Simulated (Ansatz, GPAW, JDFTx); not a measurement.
**One calculation of CoO, 4 ways**

```xyz
2
Lattice="1.6022 0.9250 2.5665 -1.6022 0.9250 2.5665 0.0000 -1.8501 2.5665" Properties=species:S:1:pos:R:3 pbc="T T T"
Co    0.0168    0.0467    7.6922
O    -0.0314    0.0301    5.7840
```

The cell comes from a database or a generator and needn't be the stable form of this composition.

Atoms were shifted at random by some hundredths of an Å from the given cell, which wasn't relaxed again for these runs.

Alike in all runs: task single point; functional PBEsol; k mesh 10 × 10 × 10; occupations fermi-dirac, width 0.05 eV; collinear spin, ferromagnetic start; no spin-orbit coupling. Pressure is positive in compression and, in plane waves, holds the error of the finite cutoff, which Ansatz's Pulay term estimates and takes out.

| program and potentials | plane-wave cutoff (eV) | notes | band gap (eV) | pressure (GPa) | net moment per atom (μB) | largest force (eV/Å) | energy over the undisturbed cell (meV/atom) |
| --- | --- | --- | --- | --- | --- | --- | --- |
| Ansatz, Ansatz PAW | 420 | potentials made for PBE, which Ansatz adapts in part; 11.5 valence electrons an atom on average; Pulay term of +0.69 GPa included | no gap | -7.83 | 1.39 | 0.257 | 1.95 |
| Ansatz, all-electron LAPW, scalar-relativistic | - | - | no gap | -7.77 | 1.39 | 0.259 | - |
| GPAW, PAW data sets generated for this functional | 800 | 7.5 valence electrons an atom on average | no gap | -6.66 | 1.38 | 0.297 | 2.25 |
| JDFTx, PseudoDojo-SR-PBEsol-0.4.1-standard with smoothed tails | 1306 | 11.5 valence electrons an atom on average | no gap | -7.66 | 1.42 | 0.258 | - |

Force on atom 1 (Co), eV/Å:

| program and potentials | x | y | z |
| --- | --- | --- | --- |
| Ansatz, Ansatz PAW | -0.151 | -0.069 | 0.196 |
| Ansatz, all-electron LAPW, scalar-relativistic | -0.154 | -0.069 | 0.196 |
| GPAW, PAW data sets generated for this functional | -0.176 | -0.080 | 0.225 |
| JDFTx, PseudoDojo-SR-PBEsol-0.4.1-standard with smoothed tails | -0.151 | -0.067 | 0.197 |

None finds a gap. The pressure spans -7.83 (Ansatz, Ansatz PAW) to -6.66 GPa (GPAW, PAW data sets generated for this functional), with all-electron results at -7.77. The net moment per atom spans 1.38 (GPAW, PAW data sets generated for this functional) to 1.42 μB (JDFTx, PseudoDojo-SR-PBEsol-0.4.1-standard with smoothed tails), with all-electron results at 1.39. The state is the one that the start led to, which needn't be the lowest.

Differences between rows come from potentials, basis sets and numerical settings, since the functional is the same but for its coding. Runs on potential files found faulty are left out.
